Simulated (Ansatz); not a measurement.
# Rhodium, diamond under PBEsol: ground state and equation of state, part 2 of 2

The plan for rhodium in the diamond structure: relax it, solve it on a dense k-mesh, then scale the cell to 7 volumes from 88 to 112 % of the relaxed one and try a fit of the equation of state. Spin polarisation is left out. The k-meshes are 10×10×10 for the relaxation; 16×16×16 for the dense run; 11×11×11 for the volumes.

Ansatz 0.2.0; DFT, PBEsol, plane waves (420 eV) with PAW, scalar-relativistic.

**3. Single point on a dense mesh**

This is Rh in the diamond structure; at room conditions it is fcc.

input.yaml reads:

```yaml
crystal:
  lattice:
    - [0.0, 2.7182005744, 2.7182005744]
    - [2.7182005744, 0.0, 2.7182005744]
    - [2.7182005744, 2.7182005744, 0.0]
  atoms:
    - { symbol: Rh, position: [0.125, 0.125, 0.125] }
    - { symbol: Rh, position: [0.875, 0.875, 0.875] }
hamiltonian:
  xc: pbesol
  pseudopotentials:
    kind: paw
    azcp:
      Rh: "pseudopotentials/Rh.paw.azcp"
basis:
  ecutwfc: 420
  fft_grid_basis: typed
kpoints:
  mp_grid: { grid: [16, 16, 16], shift: [0, 0, 0] }
magnetization:
  spin_polarized: false
scf:
  occupations: { method: fermi_dirac, width: 0.1 }
output:
  write_density: true
  write_potential: true
  elf: true
  volumetric_format: npy
```

Output (excerpt; [...] marks lines left out):

```text
Warning: <dir> the record states the generating functional pbe (its physics header spells it `PBE`), which answers neither for hamiltonian.xc's functional nor for the pbesol family's — results may be inconsistent (PPs are generated against a specific XC)
Warning: RAYON_NUM_THREADS=2 ignored (pool sized by the plan → 2); use --threads N
[...]
Pseudopotentials: kind: paw
Pseudopotential: Rh, paw, valence charge 17, recommended cutoff 420 eV (normal), <dir>
Functional definition: PBEsol
[...]
Crystal: 2 atoms, lattice volume = 40.167 Å³
Basis set: ecut = 420 eV, 749 PW (Γ)
Bands: 21, of which v1, the nominal top of the filled ones, is band 17 counted from 1 (16 counted from 0)
Symmetry: 48 space group operations
Space group: Fd-3m (ITA 227), of the structure as read, at distance tolerance 3.4e-5 Å
k-points: 145 of 4096
[...]
SCF iter   1: F=—  HF=-12674.957525 eV  |F-HF|=—  |Δ(HF+E_count)|=         —  Δρ=5.27e-3  dr2=6.99e-3  ethr=1.77e-3  ⟨swp⟩=5.8  Hψ=13233  notcnv=0
[...]
SCF iter   6: F=-12674.959446 eV  HF=-12674.959446 eV  |F-HF|=2.49e-9  |Δ(HF+E_count)|=   1.46e-8  Δρ=9.00e-6  dr2=1.12e-8  ethr=2.94e-10  ⟨swp⟩=1.6  Hψ=8147  notcnv=0
[...]
SCF converged after 6 iterations
Free energy (F): -12674.959446 eV
[...]
E sigma→0 (E₀):  -12674.909930 eV
Entropy (-TS):   -0.099032 eV (-49.516 meV/atom)
Fermi energy:    13.886080 eV
[...]
--- Band table (eV; the first three rows and the last of 145) ---
  k-point 0: bands = ["-65.2033", "-64.8376", "-33.3028", "-33.3028", "-33.3028", "-32.6113", "-32.6113", "-32.6113", "7.9826", "9.4073", "9.4073", "9.7908", "9.7908", "9.7908", "12.3776", "12.3776", "12.3776", "14.3123", "14.3123", "26.4439", "26.7377"]
[...]
```

Run time: 3 s. Hardware: 2 threads of an Arm CPU, shared host; peak memory 0.36 GiB.

The maps below are laid out on this run's own conventional cell (a, b, c = 5.436, 5.436, 5.436 Å).

Density in a lattice plane of the grid's cell (edges 5.44 and 5.44 Å, at 0.125 of the third edge), which holds Rh.

Values in e/Å³, 12 rows by 12 columns:
```
 0.28  0.39  0.39  0.28  0.23  0.18  0.14  0.13  0.13  0.14  0.18  0.23
 0.14  0.13  0.13  0.14  0.18  0.23  0.28  0.39  0.39  0.28  0.23  0.18
 0.08  0.06  0.06  0.08  0.14  0.28  0.80  2.86  2.86  0.80  0.28  0.14
 0.06  0.04  0.04  0.06  0.13  0.39  2.86 10.35 10.35  2.86  0.39  0.13
 0.06  0.04  0.04  0.06  0.13  0.39  2.86 10.35 10.35  2.86  0.39  0.13
 0.08  0.06  0.06  0.08  0.14  0.28  0.80  2.86  2.86  0.80  0.28  0.14
 0.14  0.13  0.13  0.14  0.18  0.23  0.28  0.39  0.39  0.28  0.23  0.18
 0.28  0.39  0.39  0.28  0.23  0.18  0.14  0.13  0.13  0.14  0.18  0.23
 0.80  2.86  2.86  0.80  0.28  0.14  0.08  0.06  0.06  0.08  0.14  0.28
 2.86 10.35 10.35  2.86  0.39  0.13  0.06  0.04  0.04  0.06  0.13  0.39
 2.86 10.35 10.35  2.86  0.39  0.13  0.06  0.04  0.04  0.06  0.13  0.39
 0.80  2.86  2.86  0.80  0.28  0.14  0.08  0.06  0.06  0.08  0.14  0.28
```
Columns run along the first of these edges and rows up along the second, over one cell in 12 and 12 even steps from the bottom left corner. Atoms in the plane (fractional): Rh at (0.12, 0.12), Rh at (0.62, 0.62).

ELF in the same plane.

Ten even steps from ' ' (0.07) to '@' (0.78):
```
::::------::::::::::::..................::::::::
::::::::::::::::::::::::::::::::::::::::::::::::
::::::::::::::::::::::::::::::::::::::::::::::::
................::::::::::::------::::::::::::..
              ..::::::::--++**##**++--::::::::..
              ..::::::--++##@@@@@@##++--::::::..
              ..::::::==##@@@@@@@@@@##==::::::..
              ..::::::==##@@@@@@@@@@##==::::::..
              ..::::::--++##@@@@@@##++--::::::..
              ..::::::::--++**##**++--::::::::..
................::::::::::::------::::::::::::..
::::::::::::::::::::::::::::::::::::::::::::::::
::::::::::::::::::::::::::::::::::::::::::::::::
::::------::::::::::::..................::::::::
--++**##**++--::::::::..              ..::::::::
++##@@@@@@##++--::::::..              ..::::::--
##@@@@@@@@@@##==::::::..              ..::::::==
##@@@@@@@@@@##==::::::..              ..::::::==
++##@@@@@@##++--::::::..              ..::::::--
--++**##**++--::::::::..              ..::::::::
```
Columns run along the first of these edges and rows up along the second, over one cell in 24 and 20 even steps from the bottom left corner. Atoms in the plane (fractional): Rh at (0.12, 0.12), Rh at (0.62, 0.62).

Both are smooth fields of the valence electrons: close to the nuclei they are not physical.

**4. The cell scaled to 88 % of its volume**

input.yaml reads:

```yaml
crystal:
  lattice:
    - [0.0, 2.6048080416, 2.6048080416]
    - [2.6048080416, 0.0, 2.6048080416]
    - [2.6048080416, 2.6048080416, 0.0]
  atoms:
    - { symbol: Rh, position: [0.125, 0.125, 0.125] }
    - { symbol: Rh, position: [0.875, 0.875, 0.875] }
hamiltonian:
  xc: pbesol
  pseudopotentials:
    kind: paw
    azcp:
      Rh: "pseudopotentials/Rh.paw.azcp"
basis:
  ecutwfc: 420
  fft_grid_basis: typed
kpoints:
  mp_grid: { grid: [11, 11, 11], shift: [0, 0, 0] }
magnetization:
  spin_polarized: false
scf:
  occupations: { method: fermi_dirac, width: 0.1 }
  lower_state_search: "off"
output:
  stress: true
```

Output (excerpt; [...] marks lines left out):

```text
Warning: <dir> the record states the generating functional pbe (its physics header spells it `PBE`), which answers neither for hamiltonian.xc's functional nor for the pbesol family's — results may be inconsistent (PPs are generated against a specific XC)
Warning: RAYON_NUM_THREADS=2 ignored (pool sized by the plan → 2); use --threads N
[...]
[... 3 set-up lines as earlier in the session ...]
[...]
Crystal: 2 atoms, lattice volume = 35.347 Å³
Basis set: ecut = 420 eV, 701 PW (Γ)
Bands: 21, of which v1, the nominal top of the filled ones, is band 17 counted from 1 (16 counted from 0)
[... 2 set-up lines as earlier in the session ...]
k-points: 56 of 1331
[...]
SCF iter   1: F=—  HF=-12674.613878 eV  |F-HF|=—  |Δ(HF+E_count)|=         —  Δρ=4.65e-3  dr2=4.39e-3  ethr=1.77e-3  ⟨swp⟩=5.7  Hψ=5204  notcnv=0
[...]
SCF iter   6: F=-12674.615594 eV  HF=-12674.615594 eV  |F-HF|=7.65e-9  |Δ(HF+E_count)|=   2.02e-8  Δρ=7.37e-6  dr2=5.52e-9  ethr=2.94e-10  ⟨swp⟩=4.1  Hψ=4090  notcnv=0
[...]
SCF converged after 6 iterations
Free energy (F): -12674.615594 eV
[...]
E sigma→0 (E₀):  -12674.575829 eV
Entropy (-TS):   -0.079531 eV (-39.766 meV/atom)
Fermi energy:    16.665213 eV
[...]
--- Stress (GPa, compression-positive) ---
       26.096914      -0.000000       0.000000
        0.000000      26.096914       0.000000
        0.000000      -0.000000      26.096914
  P = ⅓ Tr σ = 26.0969 GPa (260.969 kbar)
```

Run time: 1.1 s. Hardware: 2 threads of an Arm CPU, shared host; peak memory 0.3 GiB.

**5. The cell scaled to 92 % of its volume**

Edit input.yaml of step 4 so:

```diff
@@ -2,5 +2,5 @@
   lattice:
-    - [0.0, 2.6048080416, 2.6048080416]
-    - [2.6048080416, 0.0, 2.6048080416]
-    - [2.6048080416, 2.6048080416, 0.0]
+    - [0.0, 2.6436915061, 2.6436915061]
+    - [2.6436915061, 0.0, 2.6436915061]
+    - [2.6436915061, 2.6436915061, 0.0]
   atoms:
@@ -26 +26,5 @@
   stress: true
+  write_density: true
+  write_potential: true
+  elf: true
+  volumetric_format: npy
```

Output (excerpt; [...] marks lines left out):

```text
Warning: <dir> the record states the generating functional pbe (its physics header spells it `PBE`), which answers neither for hamiltonian.xc's functional nor for the pbesol family's — results may be inconsistent (PPs are generated against a specific XC)
Warning: RAYON_NUM_THREADS=2 ignored (pool sized by the plan → 2); use --threads N
[...]
[... 3 set-up lines as earlier in the session ...]
[...]
Crystal: 2 atoms, lattice volume = 36.954 Å³
Basis set: ecut = 420 eV, 725 PW (Γ)
Bands: 21, of which v1, the nominal top of the filled ones, is band 17 counted from 1 (16 counted from 0)
[... 2 set-up lines as earlier in the session ...]
k-points: 56 of 1331
[...]
SCF iter   1: F=—  HF=-12674.818604 eV  |F-HF|=—  |Δ(HF+E_count)|=         —  Δρ=4.94e-3  dr2=5.10e-3  ethr=1.77e-3  ⟨swp⟩=5.6  Hψ=5208  notcnv=0
[...]
SCF iter   6: F=-12674.820579 eV  HF=-12674.820579 eV  |F-HF|=7.29e-9  |Δ(HF+E_count)|=   5.63e-8  Δρ=8.03e-6  dr2=7.12e-9  ethr=2.94e-10  ⟨swp⟩=9.1  Hψ=8193  notcnv=0
[...]
SCF converged after 6 iterations
Free energy (F): -12674.820579 eV
[...]
E sigma→0 (E₀):  -12674.777754 eV
Entropy (-TS):   -0.085649 eV (-42.825 meV/atom)
Fermi energy:    15.657452 eV
[...]
--- Stress (GPa, compression-positive) ---
       15.219701       0.000000       0.000000
       -0.000000      15.219701      -0.000000
        0.000000       0.000000      15.219701
  P = ⅓ Tr σ = 15.2197 GPa (152.197 kbar)
--- Band table (eV; the first three rows and the last of 56) ---
  k-point 0: bands = ["-63.7427", "-63.2457", "-31.8909", "-31.8909", "-31.8909", "-31.0163", "-31.0163", "-31.0163", "9.2532", "10.6126", "10.6126", "11.1300", "11.1300", "11.1300", "13.9754", "13.9754", "13.9754", "16.1822", "16.1822", "28.4595", "28.8375"]
[...]
```

It took 1.5 s on 2 threads of an Arm CPU, shared host; peak memory 0.31 GiB.

**6. The cell scaled to 96 % of its volume**

Edit input.yaml of step 5 so:

```diff
@@ -2,5 +2,5 @@
   lattice:
-    - [0.0, 2.6436915061, 2.6436915061]
-    - [2.6436915061, 0.0, 2.6436915061]
-    - [2.6436915061, 2.6436915061, 0.0]
+    - [0.0, 2.6814636309, 2.6814636309]
+    - [2.6814636309, 0.0, 2.6814636309]
+    - [2.6814636309, 2.6814636309, 0.0]
   atoms:
@@ -26,5 +26 @@
   stress: true
-  write_density: true
-  write_potential: true
-  elf: true
-  volumetric_format: npy
```

Output (excerpt; [...] marks lines left out):

```text
Warning: <dir> the record states the generating functional pbe (its physics header spells it `PBE`), which answers neither for hamiltonian.xc's functional nor for the pbesol family's — results may be inconsistent (PPs are generated against a specific XC)
Warning: RAYON_NUM_THREADS=2 ignored (pool sized by the plan → 2); use --threads N
[...]
[... 3 set-up lines as earlier in the session ...]
[...]
Crystal: 2 atoms, lattice volume = 38.561 Å³
Basis set: ecut = 420 eV, 749 PW (Γ)
Bands: 21, of which v1, the nominal top of the filled ones, is band 17 counted from 1 (16 counted from 0)
[... 2 set-up lines as earlier in the session ...]
k-points: 56 of 1331
[...]
SCF iter   1: F=—  HF=-12674.926351 eV  |F-HF|=—  |Δ(HF+E_count)|=         —  Δρ=5.15e-3  dr2=5.94e-3  ethr=1.77e-3  ⟨swp⟩=5.7  Hψ=5152  notcnv=0
[...]
SCF iter   6: F=-12674.928594 eV  HF=-12674.928594 eV  |F-HF|=1.51e-9  |Δ(HF+E_count)|=   1.53e-8  Δρ=7.58e-6  dr2=8.84e-9  ethr=2.94e-10  ⟨swp⟩=3.1  Hψ=4835  notcnv=0
[...]
SCF converged after 6 iterations
Free energy (F): -12674.928594 eV
[...]
E sigma→0 (E₀):  -12674.882590 eV
Entropy (-TS):   -0.092009 eV (-46.004 meV/atom)
Fermi energy:    14.734422 eV
[...]
--- Stress (GPa, compression-positive) ---
        6.663361      -0.000000       0.000000
       -0.000000       6.663361       0.000000
        0.000000       0.000000       6.663361
  P = ⅓ Tr σ = 6.6634 GPa (66.634 kbar)
```

Run time: 1.2 s. Hardware: 2 threads of an Arm CPU, shared host; peak memory 0.31 GiB.

**7. The cell scaled to 100 % of its volume**

Edit input.yaml of step 6 so:

```diff
@@ -2,5 +2,5 @@
   lattice:
-    - [0.0, 2.6814636309, 2.6814636309]
-    - [2.6814636309, 0.0, 2.6814636309]
-    - [2.6814636309, 2.6814636309, 0.0]
+    - [0.0, 2.7182005744, 2.7182005744]
+    - [2.7182005744, 0.0, 2.7182005744]
+    - [2.7182005744, 2.7182005744, 0.0]
   atoms:
```

Output (excerpt; [...] marks lines left out):

```text
Warning: <dir> the record states the generating functional pbe (its physics header spells it `PBE`), which answers neither for hamiltonian.xc's functional nor for the pbesol family's — results may be inconsistent (PPs are generated against a specific XC)
Warning: RAYON_NUM_THREADS=2 ignored (pool sized by the plan → 2); use --threads N
[...]
[... 3 set-up lines as earlier in the session ...]
[...]
Crystal: 2 atoms, lattice volume = 40.167 Å³
Basis set: ecut = 420 eV, 749 PW (Γ)
Bands: 21, of which v1, the nominal top of the filled ones, is band 17 counted from 1 (16 counted from 0)
[... 2 set-up lines as earlier in the session ...]
k-points: 56 of 1331
[...]
SCF iter   1: F=—  HF=-12674.958392 eV  |F-HF|=—  |Δ(HF+E_count)|=         —  Δρ=5.28e-3  dr2=6.95e-3  ethr=1.77e-3  ⟨swp⟩=5.7  Hψ=5108  notcnv=0
[...]
SCF iter   6: F=-12674.960315 eV  HF=-12674.960315 eV  |F-HF|=2.41e-9  |Δ(HF+E_count)|=   1.82e-8  Δρ=8.79e-6  dr2=1.07e-8  ethr=2.94e-10  ⟨swp⟩=3.0  Hψ=4904  notcnv=0
[...]
SCF converged after 6 iterations
Free energy (F): -12674.960315 eV
[...]
E sigma→0 (E₀):  -12674.910919 eV
Entropy (-TS):   -0.098792 eV (-49.396 meV/atom)
Fermi energy:    13.886414 eV
[...]
--- Stress (GPa, compression-positive) ---
       -0.061318      -0.000000       0.000000
        0.000000      -0.061318      -0.000000
        0.000000       0.000000      -0.061318
  P = ⅓ Tr σ = -0.0613 GPa (-0.613 kbar)
```

Run time: 1.4 s. Hardware: 2 threads of an Arm CPU, shared host; peak memory 0.31 GiB.

**8. The cell scaled to 104 % of its volume**

Edit input.yaml of step 7 so:

```diff
@@ -2,5 +2,5 @@
   lattice:
-    - [0.0, 2.7182005744, 2.7182005744]
-    - [2.7182005744, 0.0, 2.7182005744]
-    - [2.7182005744, 2.7182005744, 0.0]
+    - [0.0, 2.7539704735, 2.7539704735]
+    - [2.7539704735, 0.0, 2.7539704735]
+    - [2.7539704735, 2.7539704735, 0.0]
   atoms:
```

Output (excerpt; [...] marks lines left out):

```text
Warning: <dir> the record states the generating functional pbe (its physics header spells it `PBE`), which answers neither for hamiltonian.xc's functional nor for the pbesol family's — results may be inconsistent (PPs are generated against a specific XC)
Warning: RAYON_NUM_THREADS=2 ignored (pool sized by the plan → 2); use --threads N
[...]
[... 3 set-up lines as earlier in the session ...]
[...]
Crystal: 2 atoms, lattice volume = 41.774 Å³
Basis set: ecut = 420 eV, 869 PW (Γ)
Bands: 21, of which v1, the nominal top of the filled ones, is band 17 counted from 1 (16 counted from 0)
[... 1 set-up line as earlier in the session ...]
Space group: Fd-3m (ITA 227), of the structure as read, at distance tolerance 3.5e-5 Å
k-points: 56 of 1331
[...]
SCF iter   1: F=—  HF=-12674.930441 eV  |F-HF|=—  |Δ(HF+E_count)|=         —  Δρ=5.34e-3  dr2=8.04e-3  ethr=1.77e-3  ⟨swp⟩=5.8  Hψ=5047  notcnv=0
[...]
SCF iter   6: F=-12674.932176 eV  HF=-12674.932176 eV  |F-HF|=7.75e-10  |Δ(HF+E_count)|=   5.12e-9  Δρ=1.53e-6  dr2=1.38e-9  ethr=2.94e-10  ⟨swp⟩=4.0  Hψ=3911  notcnv=0
[...]
SCF converged after 6 iterations
Free energy (F): -12674.932176 eV
[...]
E sigma→0 (E₀):  -12674.879102 eV
Entropy (-TS):   -0.106149 eV (-53.074 meV/atom)
Fermi energy:    13.105584 eV
[...]
--- Stress (GPa, compression-positive) ---
       -5.333440      -0.000000       0.000000
       -0.000000      -5.333440      -0.000000
        0.000000       0.000000      -5.333440
  P = ⅓ Tr σ = -5.3334 GPa (-53.334 kbar)
```

Run time: 1.3 s. Hardware: 2 threads of an Arm CPU, shared host; peak memory 0.31 GiB.

**9. The cell scaled to 108 % of its volume**

Edit input.yaml of step 8 so:

```diff
@@ -2,5 +2,5 @@
   lattice:
-    - [0.0, 2.7539704735, 2.7539704735]
-    - [2.7539704735, 0.0, 2.7539704735]
-    - [2.7539704735, 2.7539704735, 0.0]
+    - [0.0, 2.7888345603, 2.7888345603]
+    - [2.7888345603, 0.0, 2.7888345603]
+    - [2.7888345603, 2.7888345603, 0.0]
   atoms:
```

Output (excerpt; [...] marks lines left out):

```text
Warning: <dir> the record states the generating functional pbe (its physics header spells it `PBE`), which answers neither for hamiltonian.xc's functional nor for the pbesol family's — results may be inconsistent (PPs are generated against a specific XC)
Warning: RAYON_NUM_THREADS=2 ignored (pool sized by the plan → 2); use --threads N
[...]
[... 3 set-up lines as earlier in the session ...]
[...]
Crystal: 2 atoms, lattice volume = 43.381 Å³
Basis set: ecut = 420 eV, 869 PW (Γ)
Bands: 21, of which v1, the nominal top of the filled ones, is band 17 counted from 1 (16 counted from 0)
[... 2 set-up lines as earlier in the session ...]
k-points: 56 of 1331
[...]
SCF iter   1: F=—  HF=-12674.856388 eV  |F-HF|=—  |Δ(HF+E_count)|=         —  Δρ=5.33e-3  dr2=8.94e-3  ethr=1.77e-3  ⟨swp⟩=6.0  Hψ=5075  notcnv=0
[...]
SCF iter   6: F=-12674.857211 eV  HF=-12674.857211 eV  |F-HF|=6.04e-10  |Δ(HF+E_count)|=   4.09e-9  Δρ=1.37e-6  dr2=1.09e-9  ethr=2.94e-10  ⟨swp⟩=4.0  Hψ=3914  notcnv=0
[...]
SCF converged after 6 iterations
Free energy (F): -12674.857211 eV
[...]
E sigma→0 (E₀):  -12674.800172 eV
Entropy (-TS):   -0.114078 eV (-57.039 meV/atom)
Fermi energy:    12.385297 eV
[...]
--- Stress (GPa, compression-positive) ---
       -9.446140       0.000000       0.000000
        0.000000      -9.446140       0.000000
        0.000000      -0.000000      -9.446140
  P = ⅓ Tr σ = -9.4461 GPa (-94.461 kbar)
```

Wall time 1.3 s (2 threads of an Arm CPU, shared host); peak memory 0.32 GiB.

**10. The cell scaled to 112 % of its volume**

Edit input.yaml of step 9 so:

```diff
@@ -2,5 +2,5 @@
   lattice:
-    - [0.0, 2.7888345603, 2.7888345603]
-    - [2.7888345603, 0.0, 2.7888345603]
-    - [2.7888345603, 2.7888345603, 0.0]
+    - [0.0, 2.8228480901, 2.8228480901]
+    - [2.8228480901, 0.0, 2.8228480901]
+    - [2.8228480901, 2.8228480901, 0.0]
   atoms:
@@ -26 +26,5 @@
   stress: true
+  write_density: true
+  write_potential: true
+  elf: true
+  volumetric_format: npy
```

Output (excerpt; [...] marks lines left out):

```text
Warning: <dir> the record states the generating functional pbe (its physics header spells it `PBE`), which answers neither for hamiltonian.xc's functional nor for the pbesol family's — results may be inconsistent (PPs are generated against a specific XC)
Warning: RAYON_NUM_THREADS=2 ignored (pool sized by the plan → 2); use --threads N
[...]
[... 3 set-up lines as earlier in the session ...]
[...]
Crystal: 2 atoms, lattice volume = 44.988 Å³
Basis set: ecut = 420 eV, 893 PW (Γ)
Bands: 21, of which v1, the nominal top of the filled ones, is band 17 counted from 1 (16 counted from 0)
[... 1 set-up line as earlier in the session ...]
Space group: Fd-3m (ITA 227), of the structure as read, at distance tolerance 3.6e-5 Å
k-points: 56 of 1331
[...]
SCF iter   1: F=—  HF=-12674.745177 eV  |F-HF|=—  |Δ(HF+E_count)|=         —  Δρ=5.20e-3  dr2=9.36e-3  ethr=1.77e-3  ⟨swp⟩=6.1  Hψ=5058  notcnv=0
[...]
SCF iter   6: F=-12674.745822 eV  HF=-12674.745822 eV  |F-HF|=8.39e-10  |Δ(HF+E_count)|=   1.08e-8  Δρ=1.52e-6  dr2=1.40e-9  ethr=2.94e-10  ⟨swp⟩=7.7  Hψ=7365  notcnv=0
[...]
SCF converged after 6 iterations
Free energy (F): -12674.745822 eV
[...]
E sigma→0 (E₀):  -12674.684610 eV
Entropy (-TS):   -0.122422 eV (-61.211 meV/atom)
Fermi energy:    11.719666 eV
[...]
--- Stress (GPa, compression-positive) ---
      -12.628567       0.000000       0.000000
        0.000000     -12.628567       0.000000
        0.000000       0.000000     -12.628567
  P = ⅓ Tr σ = -12.6286 GPa (-126.286 kbar)
--- Band table (eV; the first three rows and the last of 56) ---
  k-point 0: bands = ["-67.0015", "-66.7640", "-35.0467", "-35.0467", "-35.0467", "-34.5500", "-34.5500", "-34.5500", "6.4496", "7.9186", "7.9186", "8.1626", "8.1626", "8.1626", "10.4280", "10.4280", "10.4280", "12.0373", "12.0373", "23.8700", "23.9161"]
[...]
```

Wall time 1.8 s (2 threads of an Arm CPU, shared host); peak memory 0.33 GiB.

**11. The equation of state**

All volumes keep the relaxed shape and fractional coordinates.

| V (Å³/atom) | E − E₀ (meV/atom) | P from the stress (GPa) | P from the fit (GPa) |
| --- | --- | --- | --- |
| 17.674 | 167.6 | 26.10 | 25.85 |
| 18.477 | 66.6 | 15.22 | 14.90 |
| 19.280 | 14.2 | 6.66 | 6.32 |
| 20.084 | 0.0 | -0.06 | -0.41 |
| 20.887 | 15.9 | -5.33 | -5.70 |
| 21.690 | 55.4 | -9.45 | -9.85 |
| 22.494 | 113.2 | -12.63 | -13.10 |

Fit (Birch-Murnaghan, third order): V₀ = 20.029 Å³/atom, B₀ = 151 GPa, B₀′ = 5.0, largest residual 0.06 meV/atom.

The fit is made to E(σ → 0), while the stress belongs to the free energy F; that is one source of the offset between the two pressures.

**12. Results**

The summary covers parts 1 to 2.

| quantity | value |
| --- | --- |
| space group (spins left aside) | Fd-3m (No. 227) |
| conventional cell | a = 5.436 Å |
| volume | 20.084 Å³/atom |
| shortest distance | 2.354 Å |
| gap on the mesh | none (levels filled in part) |
| relative to fcc | +1291 meV/atom |
| V₀, B₀, B₀′ | 20.029 Å³/atom, 151 GPa, 5.0 |

In words: From the guessed start the volume grew by 8.2 % in 5 steps. It lies 1291 meV/atom above the element's reference form at the same level (fcc, from a run of its own), so it is far from stable. Levels at the Fermi energy are filled in part, as in a metal. B₀ comes out at 151 GPa. The symmetry was held, so the structure may be unstable against distortions that break it.
